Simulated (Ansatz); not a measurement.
The system is K.

```
K
1.0
    -2.62776    2.69488    2.78597
     2.62883   -2.64840    2.74055
     2.65888    2.67951   -2.73948
K
1
Cartesian
  0.0485 -0.1486 0.0857
```

The cell isn't the ideal one: cell strained at random.

| Property | Result |
| --- | --- |
| Program | Ansatz 0.2.0 |
| Task | relaxation of cell and atoms |
| Functional | PBEsol |
| Dispersion | D4 |
| Potentials or basis | all-electron PAW datasets made for the crystal |
| k mesh | 7 × 7 × 7 |
| Occupations | methfessel-paxton, width 0.05 eV |
| Spin | collinear spin, ferromagnetic start |
| Starting moments | [0.5] μB |

At the start: volume 78.52 Å³/atom.

Problem. How do energy, volume and symmetry change on relaxing?

Solution. Over 7 steps the energy falls by 13.4 meV/atom and the volume is 70.09 Å³/atom (-10.7 %); space group I4/mmm (No. 139, to 0.05 Å); moment 0.00 μB per cell.

Step by step:
| step | energy change (eV) | largest force (eV/Å) | volume (Å³) |
| --- | --- | --- | --- |
| 1 | 0.0000 | 0.0000 | 78.52 |
| 2 | -0.0023 | 0.0000 | 77.58 |
| 3 | -0.0108 | 0.0000 | 73.08 |
| 4 | -0.0129 | 0.0000 | 71.01 |
| 5 | -0.0134 | 0.0000 | 70.27 |
| 6 | -0.0135 | 0.0000 | 70.09 |
| 7 | -0.0134 | 0.0000 | 70.09 |

Final structure:
```yaml
crystal:
  lattice:
    - [-2.51352, 2.62596, 2.64623]
    - [2.51361, -2.62409, 2.64422]
    - [2.52307, 2.63479, -2.64416]
  atoms:
    - { symbol: K, position: [0.98790, 0.02507, 0.98148] }
```

Caveat: the program listed the state as in doubt; pairwise dispersion overbinds metals, which lowers pressure and volume; the starting moments weren't kept.
